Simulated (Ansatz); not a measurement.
GaN:

```
Ga N
1.0
     3.18000    0.00000    0.00000
    -1.59000    2.75396    0.00000
     0.00000    0.00000    5.16600
Ga N
2 2
Direct
  0.66667 0.33333 0.50000
  0.33333 0.66667 0.00000
  0.66667 0.33333 0.87500
  0.33333 0.66667 0.37500
```

Base run:

* Program: Ansatz 0.2.0
* Functional: PBEsol
* Potentials or basis: all-electron LAPW, non-relativistic
* Cutoff: 395 eV
* Density cutoff: 1580 eV
* Basis error allowed: 0.002 eV/atom
* k mesh: 10 × 10 × 5
* Occupations: fermi-dirac, width 0.05 eV
* Spin: no spin polarisation

Its results: band gap on the k mesh 2.10 eV, direct; pressure 2.6 GPa; largest force 0.145 eV/Å.

Question: After a change of settings the same cell gave: band gap on the k mesh 1.92 eV, direct; pressure 1.0 GPa; largest force 0.133 eV/Å. Which change was it?
A. functional from PBEsol to PBE; potentials or basis from all-electron LAPW, non-relativistic to all-electron LAPW, scalar-relativistic
B. potentials or basis from all-electron LAPW, non-relativistic to all-electron LAPW, inner shells corrected to Dirac's equation
C. functional from PBEsol to LDA; potentials or basis from all-electron LAPW, non-relativistic to all-electron LAPW, scalar-relativistic

Answer: B.

Caveats: relativity is left out, which matters for the heavier elements (some runs).

Not every run made on this cell is shown here.
